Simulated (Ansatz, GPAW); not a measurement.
# The basis that the transmission of a Ge chain with a Pd atom on top of one atom needs, part 2 of 3

Aim: T(E), conductance and thermopower of a Ge chain with a Pd atom on top of one atom, and what cheaper settings cost in accuracy.

GPAW 26.7.0 and Ansatz 0.2.0; Ansatz plane waves; Landauer transmission by layers, zero bias (the session's first sound run).

So far, transmission at the Fermi level (one spin): step 2 (plane waves, LDA) 2.84.

## 3. Double-zeta polarised basis

The script solves lead and junction separately, takes H and S in the orbital basis, and joins semi-infinite leads through their self-energies; the dzp basis is the working standard.

This step: GPAW LCAO, PAW setups; Landauer transmission from Green's functions with principal layers (ASE), zero bias (GPAW 26.7.0).

The input, run.py:

```python
import json
import numpy as np
from ase import Atoms
from ase.transport.calculators import TransportCalculator
from gpaw import GPAW, FermiDirac
from gpaw.lcao.tools import get_lcao_hamiltonian
from scipy.linalg import eigh

# The junction with lead layers at both ends, along the third cell vector
device = Atoms(
    ['Ge', 'Ge', 'Ge', 'Ge', 'Ge', 'Ge', 'Pd', 'Ge', 'Ge', 'Ge', 'Ge', 'Ge'],
    positions=[
        [4.50000, 4.50000, 1.17500],
        [4.50000, 4.50000, 3.52500],
        [4.50000, 4.50000, 5.87500],
        [4.50000, 4.50000, 8.22500],
        [4.50000, 4.50000, 10.57500],
        [4.50000, 4.50000, 12.92500],
        [6.80790, 4.50000, 12.92500],
        [4.50000, 4.50000, 15.27500],
        [4.50000, 4.50000, 17.62500],
        [4.50000, 4.50000, 19.97500],
        [4.50000, 4.50000, 22.32500],
        [4.50000, 4.50000, 24.67500]],
    cell=[[9.0, 0.0, 0.0], [0.0, 9.0, 0.0], [0.0, 0.0, 25.85]],
    pbc=True)

# One principal layer of the lead: the first 3 atoms of the device
lead = Atoms(
    ['Ge', 'Ge', 'Ge'],
    positions=[
        [4.50000, 4.50000, 1.17500],
        [4.50000, 4.50000, 3.52500],
        [4.50000, 4.50000, 5.87500]],
    cell=[[9.0, 0.0, 0.0], [0.0, 9.0, 0.0], [0.0, 0.0, 7.05]],
    pbc=True)

settings = dict(mode='lcao', basis='dzp', xc='PBE', h=0.2,
                occupations=FermiDirac(0.1), maxiter=250,
                mixer=dict(beta=0.1, nmaxold=8, weight=100.0),
                convergence=dict(density=0.0001))
energies = np.arange(-2, 2 + 1e-9, 0.05)
eta = 0.0001
n1, n2 = 1, 1
# k and -k transmit alike, so half of the mesh across the current serves
mesh = [(i, j) for i in range(n1) for j in range(n2) if (i, j) <= (-i % n1, -j % n2)]
weights = np.array([1 if (i, j) == (-i % n1, -j % n2) else 2 for i, j in mesh]) / (n1 * n2)

# [... helper functions left out ...]
fermi_lead = ground_state(lead, (1, 1, 16), 'lead.txt')
fermi_device = ground_state(device, (1, 1, 3), 'device.txt')
# [... loop over the mesh left out, but for ...]
        # Shift the lead onto the potential of the device's first layer
        shift = ((H[:, 0, 0] - H0[:, 0, 0]) / S0[0, 0]).real.mean()
# [...]
kT = 8.617333e-5 * 500
bias = [0.1, 0.2, 0.5, 1.0, 1.5, 2.0]
# [... integrals and printing left out ...]
```

Run with:

```
OMP_NUM_THREADS=1 OPENBLAS_NUM_THREADS=2 python run.py
```

What it wrote:

```text
basis functions: device 170, principal layer 39
Fermi level: lead -3.5427 eV, device -3.3666 eV; lead shifted by -0.0238 eV
largest coupling past the next layer 9.77e-06 eV, largest misfit of the first layer 0.011 eV
  E-E_F (eV)   T (one spin)  [channel counts left out]
    -2.000    5.7709e-01
    -1.950    6.1073e-01
    -1.900    6.2298e-01
    -1.850    6.1317e-01
    -1.800    5.7667e-01
    -1.750    5.0361e-01
    -1.700    3.7976e-01
    -1.650    2.0281e-01
    -1.600    3.6810e-02
    -1.550    1.1816e-02
    -1.500    1.1689e-01
    -1.450    2.0911e-01
    -1.400    2.0414e-01
    -1.350    7.9909e-02
    -1.300    2.2613e-02
    -1.250    4.1819e-01
[...]
1.650    2.8845e+00
     1.700    2.8648e+00
     1.750    2.8388e+00
     1.800    2.8036e+00
     1.850    2.7554e+00
     1.900    2.6883e+00
     1.950    2.5940e+00
     2.000    2.4636e+00
conductance at 500 K: 2.8602 G0 a cell; thermopower -0.8954 uV/K
current from the zero-bias T(E) at 0.1 V: 22.159 uA
current from the zero-bias T(E) at 0.2 V: 44.305 uA
current from the zero-bias T(E) at 0.5 V: 110.55 uA
current from the zero-bias T(E) at 1.0 V: 219.44 uA
current from the zero-bias T(E) at 1.5 V: 323.38 uA
current from the zero-bias T(E) at 2.0 V: 415.16 uA
```

Wall time 31 s (2 threads of Arm Neoverse V2, shared host); peak memory 0.87 GiB.

This step gave:

| Item | Value |
| --- | --- |
| conductance | 2.860 G₀ |
| largest coupling past the next principal layer | 9.77e-6 eV |
| largest misfit of the first principal layer | 0.01150 eV |
| shift that aligns the lead | -0.02384 eV |
| basis functions of the junction | 170 |
| basis functions of a principal layer | 39 |
| transmission at the Fermi level (one spin) | 2.862 |

One spin. Transmission, zone mean against energy, zero at the Fermi level:

| energy (eV) | transmission, zone mean |
| --- | --- |
| -2.00 | 0.577 |
| -1.85 | 0.613 |
| -1.70 | 0.380 |
| -1.60 | 0.0368 |
| -1.45 | 0.209 |
| -1.30 | 0.0226 |
| -1.15 | 0.906 |
| -1.05 | 1.26 |
| -0.95 | 2.24 |
| -0.90 | 1.84 |
| -0.75 | 2.06 |
| -0.60 | 2.56 |
| -0.50 | 2.63 |
| -0.35 | 2.73 |
| -0.20 | 2.81 |
| -0.05 | 2.85 |
| 0.00 | 2.86 |
| 0.05 | 2.87 |
| 0.20 | 2.89 |
| 0.35 | 2.91 |
| 0.50 | 2.92 |
| 0.60 | 2.93 |
| 0.75 | 2.94 |
| 0.90 | 2.94 |
| 1.05 | 2.95 |
| 1.10 | 2.95 |
| 1.15 | 2.95 |
| 1.30 | 2.94 |
| 1.45 | 2.93 |
| 1.60 | 2.90 |
| 1.70 | 2.86 |
| 1.85 | 2.76 |
| 2.00 | 2.46 |

Not self-consistent under bias; the bias window is split evenly. Current through one cell, from the zero-bias transmission against bias:

| bias (V) | current through one cell, from the zero-bias transmission (μA) |
| --- | --- |
| 0.100 | 22.2 |
| 0.200 | 44.3 |
| 0.500 | 111 |
| 1.000 | 219 |
| 1.500 | 323 |
| 2.000 | 415 |

The transmission of the three most open eigenchannels by energy, zero at the Fermi level:

| energy (eV) | channel 1 | channel 2 | channel 3 |
| --- | --- | --- | --- |
| -2.00 | 0.577 | 0 | 0 |
| -1.90 | 0.623 | 0 | 0 |
| -1.80 | 0.577 | 0 | 0 |
| -1.70 | 0.380 | 0 | 0 |
| -1.55 | 0.0118 | 3.1e-12 | 0 |
| -1.45 | 0.209 | 2.1e-12 | 0 |
| -1.35 | 0.0799 | 1.5e-10 | 0 |
| -1.25 | 0.418 | 9.2e-10 | 1.2e-12 |
| -1.15 | 0.906 | 3.1e-7 | 7.2e-9 |
| -1.05 | 0.986 | 0.214 | 0.0595 |
| -0.90 | 0.996 | 0.596 | 0.248 |
| -0.80 | 0.998 | 0.457 | 3.3e-6 |
| -0.70 | 0.996 | 0.973 | 0.525 |
| -0.60 | 0.997 | 0.933 | 0.630 |
| -0.50 | 0.998 | 0.902 | 0.730 |
| -0.40 | 0.998 | 0.899 | 0.806 |
| -0.25 | 0.999 | 0.912 | 0.876 |
| -0.15 | 0.999 | 0.923 | 0.902 |
| -0.05 | 0.999 | 0.933 | 0.920 |
| 0.00 | 0.999 | 0.937 | 0.926 |
| 0.05 | 0.999 | 0.940 | 0.932 |
| 0.15 | 0.999 | 0.946 | 0.941 |
| 0.25 | 0.999 | 0.950 | 0.949 |
| 0.40 | 0.999 | 0.960 | 0.954 |
| 0.50 | 0.999 | 0.967 | 0.956 |
| 0.60 | 0.999 | 0.972 | 0.957 |
| 0.70 | 0.999 | 0.978 | 0.958 |
| 0.80 | 0.999 | 0.982 | 0.958 |
| 0.90 | 0.999 | 0.986 | 0.958 |
| 1.05 | 0.999 | 0.990 | 0.956 |
| 1.15 | 0.999 | 0.992 | 0.953 |
| 1.25 | 0.999 | 0.994 | 0.949 |
| 1.35 | 1.000 | 0.995 | 0.942 |
| 1.45 | 1.000 | 0.996 | 0.931 |
| 1.55 | 1.000 | 0.997 | 0.914 |
| 1.70 | 1.000 | 0.998 | 0.867 |
| 1.80 | 1.000 | 0.998 | 0.806 |
| 1.90 | 1.000 | 0.999 | 0.690 |
| 2.00 | 1.000 | 0.999 | 0.465 |

At the Fermi level T is 2.86 against 2.84 in plane waves, which used another functional. Couplings past the next layer reach 9.8e-6 eV, small enough to drop; the matrix elements of the cell's first layer differ from the bulk lead's by up to 0.011 eV. That layer keeps its own values in the calculation, and only beyond it is the lead taken as perfect. The Fermi levels of lead and junction count from different zeros of potential, one for each periodic cell; with both set to zero, the small remaining shift is what aligns them. By hand: G = 2.860 × 77.48 μS = 222 μS, a resistance of 4.51 kΩ; at 0.1 V a linear junction would pass 22.2 μA, and the integral over the bias window gives 22.2 μA.

## 4. Single-zeta polarised basis

One radial function a shell plus polarisation makes the matrices smaller; the question is what that costs.

run.py, as its differences from that of step 3:

```diff
@@ -37,3 +37,3 @@
 
-settings = dict(mode='lcao', basis='dzp', xc='PBE', h=0.2,
+settings = dict(mode='lcao', basis='szp(dzp)', xc='PBE', h=0.2,
                 occupations=FermiDirac(0.1), maxiter=250,
```

What it wrote:

```text
basis functions: device 114, principal layer 27
Fermi level: lead -4.0702 eV, device -3.8763 eV; lead shifted by -0.0259 eV
largest coupling past the next layer 9.47e-06 eV, largest misfit of the first layer 0.010 eV
  E-E_F (eV)   T (one spin)  [channel counts left out]
    -2.000    4.4847e-01
    -1.950    4.1339e-01
    -1.900    3.3958e-01
    -1.850    2.2138e-01
    -1.800    7.7979e-02
    -1.750    1.3642e-06
    -1.700    9.5159e-02
    -1.650    2.9732e-01
    -1.600    4.6865e-01
    -1.550    5.6491e-01
    -1.500    5.8804e-01
    -1.450    5.2457e-01
    -1.400    3.0596e-01
    -1.350    2.0556e-04
    -1.300    4.4402e-01
    -1.250    8.0437e-01
[...]
1.650    2.9470e+00
     1.700    2.9432e+00
     1.750    2.9386e+00
     1.800    2.9330e+00
     1.850    2.9262e+00
     1.900    2.9180e+00
     1.950    2.9078e+00
     2.000    2.8952e+00
conductance at 500 K: 2.8796 G0 a cell; thermopower -0.7871 uV/K
current from the zero-bias T(E) at 0.1 V: 22.31 uA
current from the zero-bias T(E) at 0.2 V: 44.608 uA
current from the zero-bias T(E) at 0.5 V: 111.32 uA
current from the zero-bias T(E) at 1.0 V: 220.95 uA
current from the zero-bias T(E) at 1.5 V: 326.7 uA
current from the zero-bias T(E) at 2.0 V: 417.86 uA
```

It took 26 s on 2 threads; peak memory 0.86 GiB.

Numbers from this step:

- conductance: 2.880 G₀
- largest coupling past the next principal layer: 9.47e-6 eV
- largest misfit of the first principal layer: 0.01021 eV
- shift that aligns the lead: -0.02587 eV
- basis functions of the junction: 114
- basis functions of a principal layer: 27
- transmission at the Fermi level (one spin): 2.881

One spin. Transmission, zone mean against energy, zero at the Fermi level:

| energy (eV) | transmission, zone mean |
| --- | --- |
| -2.000 | 0.448 |
| -1.800 | 0.0780 |
| -1.600 | 0.469 |
| -1.500 | 0.588 |
| -1.400 | 0.306 |
| -1.200 | 0.918 |
| -1.000 | 1.16 |
| -0.800 | 2.36 |
| -0.600 | 2.56 |
| -0.400 | 2.73 |
| -0.200 | 2.83 |
| 0.000 | 2.88 |
| 0.200 | 2.91 |
| 0.400 | 2.93 |
| 0.600 | 2.94 |
| 0.800 | 2.95 |
| 1.000 | 2.96 |
| 1.200 | 2.96 |
| 1.400 | 2.96 |
| 1.600 | 2.95 |
| 1.800 | 2.93 |
| 2.000 | 2.90 |

Not self-consistent under bias; the bias window is split evenly. The current through one cell, from the zero-bias transmission by bias:

| bias (V) | current through one cell, from the zero-bias transmission (μA) |
| --- | --- |
| 0.100 | 22.3 |
| 0.200 | 44.6 |
| 0.500 | 111 |
| 1.000 | 221 |
| 1.500 | 327 |
| 2.000 | 418 |

Transmission of the three most open eigenchannels against energy, zero at the Fermi level:

| energy (eV) | channel 1 | channel 2 | channel 3 |
| --- | --- | --- | --- |
| -2.00 | 0.448 | 0 | 0 |
| -1.90 | 0.340 | 0 | 0 |
| -1.80 | 0.0780 | 0 | 0 |
| -1.70 | 0.0952 | 0 | 0 |
| -1.55 | 0.565 | 0 | 0 |
| -1.45 | 0.525 | 0 | 0 |
| -1.35 | 2.1e-4 | 1.7e-8 | 0 |
| -1.25 | 0.804 | 2.4e-11 | 0 |
| -1.15 | 0.958 | 8.0e-10 | 4.8e-10 |
| -1.05 | 0.988 | 0.0748 | 0.0375 |
| -0.90 | 0.996 | 0.252 | 0.144 |
| -0.80 | 0.997 | 0.985 | 0.378 |
| -0.70 | 0.998 | 0.960 | 0.508 |
| -0.60 | 0.998 | 0.922 | 0.636 |
| -0.50 | 0.998 | 0.910 | 0.743 |
| -0.40 | 0.998 | 0.912 | 0.821 |
| -0.25 | 0.999 | 0.925 | 0.889 |
| -0.15 | 0.999 | 0.935 | 0.913 |
| -0.05 | 0.999 | 0.944 | 0.929 |
| 0.00 | 0.999 | 0.947 | 0.935 |
| 0.05 | 0.999 | 0.950 | 0.940 |
| 0.15 | 0.999 | 0.955 | 0.949 |
| 0.25 | 0.999 | 0.958 | 0.956 |
| 0.40 | 0.999 | 0.966 | 0.961 |
| 0.50 | 0.999 | 0.972 | 0.963 |
| 0.60 | 0.999 | 0.977 | 0.964 |
| 0.70 | 0.999 | 0.981 | 0.965 |
| 0.80 | 0.999 | 0.985 | 0.966 |
| 0.90 | 0.999 | 0.988 | 0.966 |
| 1.05 | 0.999 | 0.991 | 0.967 |
| 1.15 | 0.999 | 0.993 | 0.966 |
| 1.25 | 0.999 | 0.995 | 0.965 |
| 1.35 | 0.999 | 0.996 | 0.963 |
| 1.45 | 0.999 | 0.997 | 0.960 |
| 1.55 | 0.999 | 0.997 | 0.956 |
| 1.70 | 0.999 | 0.998 | 0.946 |
| 1.80 | 1.000 | 0.998 | 0.935 |
| 1.90 | 1.000 | 0.999 | 0.920 |
| 2.00 | 1.000 | 0.999 | 0.897 |

The conductance, 2.88 G₀, lies 0.7 % above that of the dzp run.

## 5. GPAW, sz: basis = "sz(dzp)"

The minimal basis is the cheapest rung: no second zeta and no polarisation.

run.py, as its differences from that of step 4:

```diff
@@ -37,3 +37,3 @@
 
-settings = dict(mode='lcao', basis='szp(dzp)', xc='PBE', h=0.2,
+settings = dict(mode='lcao', basis='sz(dzp)', xc='PBE', h=0.2,
                 occupations=FermiDirac(0.1), maxiter=250,
```

What it wrote:

```text
basis functions: device 56, principal layer 12
Fermi level: lead -4.1360 eV, device -3.9370 eV; lead shifted by -0.0270 eV
largest coupling past the next layer 9.36e-06 eV, largest misfit of the first layer 0.012 eV
  E-E_F (eV)   T (one spin)  [channel counts left out]
    -2.000    5.1423e-01
    -1.950    5.0961e-01
    -1.900    4.7819e-01
[...]
1.950    2.8963e+00
     2.000    2.8842e+00
conductance at 500 K: 2.8741 G0 a cell; thermopower -0.8137 uV/K
current from the zero-bias T(E) at 0.1 V: 22.267 uA
current from the zero-bias T(E) at 0.2 V: 44.522 uA
current from the zero-bias T(E) at 0.5 V: 111.09 uA
current from the zero-bias T(E) at 1.0 V: 220.44 uA
current from the zero-bias T(E) at 1.5 V: 325.46 uA
current from the zero-bias T(E) at 2.0 V: 415.27 uA
```

It took 21 s on 2 threads; peak memory 0.8 GiB.

Numbers from this step:

```yaml
conductance: 2.874 G₀
largest_coupling_past_the_next_principal_layer: 9.36e-6 eV
largest_misfit_of_the_first_principal_layer: 0.01192 eV
shift_that_aligns_the_lead: -0.02703 eV
basis_functions_of_the_junction: 56
basis_functions_of_a_principal_layer: 12
transmission_at_the_fermi_level_one_spin: 2.876
```

One spin. Table of transmission, zone mean by energy, zero at the Fermi level:

| energy (eV) | transmission, zone mean |
| --- | --- |
| -2.00 | 0.514 |
| -1.90 | 0.478 |
| -1.80 | 0.306 |
| -1.70 | 0.0250 |
| -1.55 | 0.325 |
| -1.45 | 0.423 |
| -1.35 | 0.0357 |
| -1.25 | 0.705 |
| -1.15 | 0.947 |
| -1.05 | 1.95 |
| -0.90 | 1.34 |
| -0.80 | 2.04 |
| -0.70 | 2.48 |
| -0.60 | 2.55 |
| -0.50 | 2.64 |
| -0.40 | 2.72 |
| -0.25 | 2.80 |
| -0.15 | 2.84 |
| -0.05 | 2.87 |
| 0.00 | 2.88 |
| 0.05 | 2.88 |
| 0.15 | 2.90 |
| 0.25 | 2.91 |
| 0.40 | 2.92 |
| 0.50 | 2.93 |
| 0.60 | 2.93 |
| 0.70 | 2.94 |
| 0.80 | 2.94 |
| 0.90 | 2.95 |
| 1.05 | 2.95 |
| 1.15 | 2.95 |
| 1.25 | 2.95 |
| 1.35 | 2.95 |
| 1.45 | 2.95 |
| 1.55 | 2.94 |
| 1.70 | 2.93 |
| 1.80 | 2.92 |
| 1.90 | 2.91 |
| 2.00 | 2.88 |

The conductance, 2.87 G₀, lies 0.5 % above that of the dzp run.

## 6. RPBE in the dzp basis: xc = "RPBE"

Back in the dzp basis, the functional changes from PBE to RPBE, to set the spread between functionals beside that between bases.

run.py, as its differences from that of step 5:

```diff
@@ -37,3 +37,3 @@
 
-settings = dict(mode='lcao', basis='sz(dzp)', xc='PBE', h=0.2,
+settings = dict(mode='lcao', basis='dzp', xc='RPBE', h=0.2,
                 occupations=FermiDirac(0.1), maxiter=250,
```

What it wrote:

```text
basis functions: device 170, principal layer 39
Fermi level: lead -3.4566 eV, device -3.2756 eV; lead shifted by -0.0229 eV
largest coupling past the next layer 9.83e-06 eV, largest misfit of the first layer 0.010 eV
  E-E_F (eV)   T (one spin)  [channel counts left out]
    -2.000    5.7692e-01
    -1.950    6.1003e-01
    -1.900    6.2106e-01
[...]
1.950    2.5115e+00
     2.000    2.3436e+00
conductance at 500 K: 2.863 G0 a cell; thermopower -0.8618 uV/K
current from the zero-bias T(E) at 0.1 V: 22.181 uA
current from the zero-bias T(E) at 0.2 V: 44.351 uA
current from the zero-bias T(E) at 0.5 V: 110.68 uA
current from the zero-bias T(E) at 1.0 V: 219.86 uA
current from the zero-bias T(E) at 1.5 V: 324.49 uA
current from the zero-bias T(E) at 2.0 V: 416.47 uA
```

The job ended after 30 s (2 threads; peak memory 0.87 GiB).

Numbers from this step:

```
conductance                                    : 2.863 G₀
largest coupling past the next principal layer : 9.83e-6 eV
largest misfit of the first principal layer    : 0.01032 eV
shift that aligns the lead                     : -0.02293 eV
basis functions of the junction                : 170
basis functions of a principal layer           : 39
transmission at the Fermi level (one spin)     : 2.865
```

The conductance equals that of the dzp run to 0.2 %.

## 7. All levels side by side

Times are for 2 threads of Arm Neoverse V2, shared host. The series side by side:

| no. | run | conductance (G₀) | time | memory (GiB) |
| --- | --- | --- | --- | --- |
| 1 | dzp | 2.860 | 31 s | 0.87 |
| 2 | szp | 2.880 | 26 s | 0.86 |
| 3 | sz | 2.874 | 21 s | 0.8 |
| 4 | dzp RPBE | 2.863 | 30 s | 0.87 |

## 8. The levels side by side

The curves are compared point by point over the common energies.

This step: comparison of transmission and cost over codes and levels (GPAW 26.7.0).

Ladder, by row:

| step | code | T at the Fermi level (sum over the listed spins) | conductance (G0) | r.m.s. T(E) from the first | wall time (s) | peak memory (GiB) | threads |
| --- | --- | --- | --- | --- | --- | --- | --- |
| pw-lda | Ansatz | 2.838 | - | 0 | 191 | 2.102 | 2 |
| dzp | GPAW | 2.862 | 2.86 | 0.2325 | 31.25 | 0.87 | 2 |
| szp | GPAW | 2.881 | 2.88 | 0.2689 | 26.04 | 0.86 | 2 |
| sz | GPAW | 2.876 | 2.874 | 0.2445 | 21.24 | 0.8 | 2 |
| dzp-RPBE | GPAW | 2.865 | 2.863 | 0.2222 | 30.07 | 0.87 | 2 |

Table of transmission, zone mean, sum over the listed spins by energy, zero at the Fermi level:

| energy (eV) | pw-lda | dzp | szp | sz | dzp-RPBE |
| --- | --- | --- | --- | --- | --- |
| -2.0000 | 0.573 | 0.577 | 0.448 | 0.514 | 0.577 |
| -1.7500 | 0.537 | 0.504 | 1.4e-6 | 0.159 | 0.487 |
| -1.5000 | 0.0224 | 0.117 | 0.588 | 0.421 | 0.159 |
| -1.2500 | 0.770 | 0.418 | 0.804 | 0.705 | 0.399 |
| -1.1000 | 1.98 | 1.11 | 0.975 | 1.13 | 1.13 |
| -1.0500 | 1.44 | 1.26 | 1.10 | 1.95 | 1.29 |
| -1.0000 | 1.33 | 1.63 | 1.16 | 1.51 | 1.82 |
| -0.9500 | 1.27 | 2.24 | 1.19 | 1.42 | 2.14 |
| -0.7500 | 2.30 | 2.06 | 2.43 | 2.41 | 2.23 |
| -0.5000 | 2.53 | 2.63 | 2.65 | 2.64 | 2.65 |
| -0.2500 | 2.74 | 2.79 | 2.81 | 2.80 | 2.79 |
| 0.0000 | 2.84 | 2.86 | 2.88 | 2.88 | 2.86 |
| 0.2500 | 2.88 | 2.90 | 2.91 | 2.91 | 2.90 |
| 0.5000 | 2.91 | 2.92 | 2.93 | 2.93 | 2.92 |
| 0.7500 | 2.92 | 2.94 | 2.95 | 2.94 | 2.94 |
| 0.9500 | 2.92 | 2.94 | 2.96 | 2.95 | 2.95 |
| 1.0000 | 2.92 | 2.95 | 2.96 | 2.95 | 2.95 |
| 1.1000 | 2.92 | 2.95 | 2.96 | 2.95 | 2.95 |
| 1.2500 | 2.91 | 2.94 | 2.96 | 2.95 | 2.94 |
| 1.5000 | 2.86 | 2.92 | 2.95 | 2.95 | 2.92 |
| 1.7500 | 2.66 | 2.84 | 2.94 | 2.93 | 2.83 |
| 2.0000 | 2.01 | 2.46 | 2.90 | 2.88 | 2.34 |

(Part 2 of 3 ends here.)

[Logs are printed without paths, hosts, clocks, repeated set-up lines and the standing remarks that a program may print on its own settings, such as how far it seeks lower states.]

[Hosts, paths, dates, database ids (printed as entryN), source tags and the programs' standing remarks are cut or masked in the printed files.]
